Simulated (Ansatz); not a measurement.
The system is Hf.

```
Hf
1.0
     3.19670    0.00000    0.00000
    -1.59835    2.76842    0.00000
     0.00000    0.00000    5.05780
Hf
2
Direct
  0.66667 0.33333 0.75000
  0.33333 0.66667 0.25000
```

Base run:

| Item | Value |
| --- | --- |
| Program | Ansatz 0.2.0 |
| Functional | PBE |
| Potentials or basis | all-electron LAPW, scalar-relativistic |
| Cutoff | 179 eV (chosen from the basis error) |
| Basis error allowed | 0.004 eV/atom |
| k mesh | 7 × 7 × 4 |
| Occupations | fermi-dirac, width 0.06 eV |
| Spin | no spin polarisation |

Its results: band gap on the k mesh none (metal or under the smearing width); pressure 1.0 GPa.

Problem. The run is repeated on the same cell with these changes: basis error allowed from 0.004 eV/atom to 0.002 eV/atom; k mesh from 7 × 7 × 4 to 4 × 4 × 2. What comes out?

Solution. Band gap on the k mesh none (metal or under the smearing width); pressure 0.4 GPa.

Caveats: some runs use coarse meshes; the k mesh is thin for a metal, which can move the energy by tens of meV per atom.
